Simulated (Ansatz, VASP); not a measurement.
# Cross-check of LiF (Griceite) between VASP and Ansatz, part 3 of 3

Aim: how closely do two programs agree when they are given the same cell, functional and k mesh? The cell is taken from a series of VASP runs on this material, whose earlier steps may have relaxed, scaled or displaced it; both programs get it as it stands.

VASP 6.6.1 and Ansatz 0.2.0.

So far. Step 2 (Ansatz: elastic constants, LDA): The run ends at a pressure of 0.76 GPa.

### 5. VASP: zone-centre phonons, LDA

Level of this step: LDA; plane waves and PAW (F, Li_sv) (VASP).

Second derivatives magnify differences that forces hide, and they need a tight electronic threshold. The cell compared in this pair holds 14.36 Å³, against 14.80 Å³ for the pair before.

Input file INCAR:

```
SYSTEM = LiF
PREC = Accurate
ENCUT = 700
EDIFF = 1E-08
NELM = 100
ISMEAR = 0
SIGMA = 0.03
LREAL = .FALSE.
ALGO = Normal
GGA = CA
NBANDS = 11
LORBIT = 11
LWAVE = .FALSE.
LCHARG = .FALSE.
KPAR = 4
IBRION = 8
LEPSILON = .TRUE.
LPEAD = .TRUE.
ISIF = 2
```

Input file POSCAR:

```
LiF
1.0
    0.0000000000      1.9291394435      1.9291394435
    1.9291394435      0.0000000000      1.9291394435
    1.9291394435      1.9291394435      0.0000000000
F Li
1 1
Direct
    0.5000000000      0.5000000000      0.5000000000
    0.0000000000      0.0000000000      0.0000000000
```

Input file KPOINTS:

```
Automatic mesh
0
Gamma
18 18 18
0 0 0
```

PAW data sets: F and Li_sv (LDA family, release 64).

Run with:

```sh
$ mpirun -np 4 vasp_std
```

Numbers of over 12 decimals in the logs are rounded to 6 here.

Output:

```text
[... set-up lines as in an earlier step ...]
 entering main loop
       N       E                     dE             d eps       ncg     rms          rms(c)
DAV:   1     0.391076338403E+02    0.39108E+02   -0.67455E+03  4386   0.116E+03
DAV:   2    -0.960926830566E+01   -0.48717E+02   -0.47429E+02  4967   0.225E+02
DAV:   3    -0.109747638839E+02   -0.13655E+01   -0.13598E+01  5480   0.332E+01
DAV:   4    -0.109908291822E+02   -0.16065E-01   -0.16063E-01  5111   0.389E+00
[...]
DAV:  12    -0.104995368499E+02    0.47702E-08   -0.27771E-07  5896   0.388E-03    0.772E-04
DAV:  13    -0.104995368393E+02    0.10543E-07   -0.27054E-08  4770   0.160E-03    0.200E-04
DAV:  14    -0.104995368382E+02    0.11100E-08   -0.15923E-09  3102   0.481E-04
   1 F= -.10499537E+02 E0= -.10499537E+02  d E =-.178642E-34
 Linear response reoptimize wavefunctions to high precision
DAV:   1    -0.104995368380E+02    0.16803E-09   -0.10014E-09  4788   0.267E-04
DAV:   2    -0.104995368380E+02    0.14893E-10   -0.10852E-11  2907   0.307E-05
 Linear response to external field (no local field effect), progress :
[...]
RMM:  11    -0.509723845212E+00   -0.11691E-08   -0.57683E-08 24062   0.313E-04    0.151E-06
 first order change of Fermi-energy   0.95041E-02
 force on displaced ion       1 direction 1 :  -2.712   0.000   0.000
 Born effective charge ion    1 direction 1 :  -1.034   0.000   0.000
 Linear response progress:
  Degree of freedom:   2/  2
       N       E                     dE             d eps       ncg     rms          rms(c)
RMM:   1    -0.170914433060E+00   -0.17091E+00    0.20563E+00 13618   0.161E+01
RMM:   2    -0.176470169029E+00   -0.55557E-02   -0.16519E-02 18321   0.109E+00    0.505E-02
RMM:   3    -0.176491385823E+00   -0.21217E-04   -0.97895E-04 22348   0.232E-01    0.276E-02
RMM:   4    -0.176472639803E+00    0.18746E-04   -0.23119E-04 22538   0.936E-02    0.329E-03
[...]
RMM:  14    -0.176530574778E+00   -0.59662E-07   -0.13268E-05 22910   0.118E-03    0.941E-05
RMM:  15    -0.176530562111E+00    0.12667E-07   -0.10181E-05 22702   0.968E-04    0.100E-04
RMM:  16    -0.176530569293E+00   -0.71821E-08   -0.80559E-06 18326   0.810E-04    0.104E-04
 first order change of Fermi-energy  -0.14742E-01
 force on displaced ion       2 direction 1 :  -2.731   0.000   0.000
 Born effective charge ion    2 direction 1 :   1.034   0.000   0.000
 Born effective charges drift removed
 Linear response finished
```

OUTCAR, selected parts (step 5):

```text
  Total        0.2593133      0.2593133      0.2593133     -0.0000000     -0.0000000      0.0000000
  in kB       28.9344040     28.9344040     28.9344040     -0.0000000     -0.0000000      0.0000000
  external PRESSURE =      28.9344040 kB  Pullay stress =       0.0000000 kB

 POSITION                                       TOTAL-FORCE (eV/Angst)
 -----------------------------------------------------------------------------------
      1.92914      1.92914      1.92914         0.000000      0.000000     -0.000000
      0.00000      0.00000      0.00000        -0.000000     -0.000000      0.000000
 -----------------------------------------------------------------------------------
    total drift:                               -0.000000     -0.000000      0.000000

 MACROSCOPIC STATIC DIELECTRIC TENSOR (including local field effects in DFT)
 ------------------------------------------------------
           2.122824     0.000000    -0.000000
           0.000000     2.122824    -0.000000
           0.000000     0.000000     2.122824
 ------------------------------------------------------

 MACROSCOPIC STATIC DIELECTRIC TENSOR IONIC CONTRIBUTION
 ------------------------------------------------------
           4.947230    -0.000000     0.000000
          -0.000000     4.947230    -0.000000
           0.000000    -0.000000     4.947230
 ------------------------------------------------------

[... 2 further parts left out ...]
```

Energies printed during the response cycles are not total energies of the cell.

### 6. Ansatz: zone-centre phonons, LDA

The same cell, functional (in two slightly different forms) and mesh now go to Ansatz, which takes its cutoff from its data sets.

The cell is taken from a series of VASP runs on this material, whose earlier steps may have relaxed, scaled or displaced it; both programs get it as it stands.

Input file input.yaml:

```yaml
crystal:
  lattice:
    - [0.0, 1.9291394435, 1.9291394435]
    - [1.9291394435, 0.0, 1.9291394435]
    - [1.9291394435, 1.9291394435, 0.0]
  atoms:
    - { symbol: F, position: [0.5, 0.5, 0.5] }
    - { symbol: Li, position: [0.0, 0.0, 0.0] }
hamiltonian:
  xc: lda
  pseudopotentials: { kind: paw }
kpoints:
  mp_grid: { grid: [18, 18, 18] }
scf:
  occupations: { method: fixed }
phonons:
  method: dfpt
  qpoints: [[0, 0, 0]]
  dielectric: true
  rigid_motions: translations
```

Run with:

```sh
$ ansatz run input.yaml --threads 4 --pin off --max-ram 9216MiB --backend cpu --events-out ev --progress --plain --runs-dir out
```

Output:

```text
[...]
Crystal: 2 atoms, lattice volume = 14.359 Å³
Basis set: ecut = 420 eV, 283 PW (Γ), exchange–correlation on 40×40×40 points (8 copies of the dense FFT grid, shifted against one another)
Bands: 9, of which v1, the nominal top of the filled ones, is band 5 counted from 1 (4 counted from 0)
Symmetry: 48 space group operations
k-points: 480 of 5832 (irreducible under 8 space group operations, time reversal used)
[...]
692.77      1             4.8729
  optical modes at Γ + LO–TO along q̂ = [0.0000, 0.0000, 1.0000]:
      ω (cm⁻¹)  modes    IR ((D/Å)²/amu)
        374.34      2             9.7459
        692.77      1             4.8729
--- Phonons (arbitrary-q DFPT): 1 explicit q-point ---
  q = [0, 0, 0] (of the zone-centre solve; hermiticity 1.10e-7, symmetrization 2.92e-14): 0.00 0.00 0.00 374.34 374.34 374.34
  sum rule: each row above includes the acoustic sum rule's correction from the zone centre's row sums; it moved no ω² by more than (1.04 cm⁻¹)²
[key lines of the parts left out:]
SCF converged after 7 iterations
Free energy (F): -998.690631 eV
Fermi energy:    1.713128 eV
```

It took 10 s on 4 threads of Arm Neoverse V2, shared host; peak memory 0.46 GiB; 33 s of CPU time.

### 7. Side by side

What differs besides the data sets and the points named for the pairs above, as far as they apply: the cutoff is 420 eV in Ansatz and 700 eV in VASP. Total energies have different zeros and are not compared.

Compared:

| quantity | Ansatz | VASP | difference |
| --- | --- | --- | --- |
| ε∞ xx | 2.13 | 2.12 | +0.34 % |
| ε∞ yy | 2.13 | 2.12 | +0.34 % |
| ε∞ zz | 2.13 | 2.12 | +0.34 % |
| Born charge of F1 (mean of the diagonal) (e) | -1.04 | -1.03 | 0.00 |
| Born charge of Li2 (mean of the diagonal) (e) | 1.04 | 1.03 | 0.00 |
| optical mode 1 to 3 (cm⁻¹) | 374.3 | 380.5 | -1.61 % |

Modes are paired by rising frequency and degeneracy, not by their patterns, so a pair may still set unlike modes beside each other.

### 8. What came out

| Property | Result |
| --- | --- |
| difference in C12 (elastic constants, LDA) | 2.4 % |
| r.m.s. difference of the optical zone-centre modes, each program's sorted by frequency (zone-centre phonons, LDA) | 6.1 cm⁻¹ |
| difference in optical mode 1 to 3 (zone-centre phonons, LDA) | -1.6 % |

What this shows: The difference in C12 is 2.4 % (elastic constants, LDA), within the 5 % picked in this series as the mark of a large difference. Among the rows given in per cent, the largest difference of the zone-centre phonons, LDA pair is in optical mode 1 to 3, -1.6 %. How closely two codes agree says nothing of how well the functional describes the real material.

[Lines on the potential files, build, host, timing and source positions are cut from VASP's logs without a mark.]

[Logs are printed without paths, hosts, clocks, repeated set-up lines and the standing remarks that a program may print on its own settings, such as how far it seeks lower states.]

[Hosts, paths, dates, database ids (printed as entryN), source tags and the programs' standing remarks are cut or masked in the printed files.]
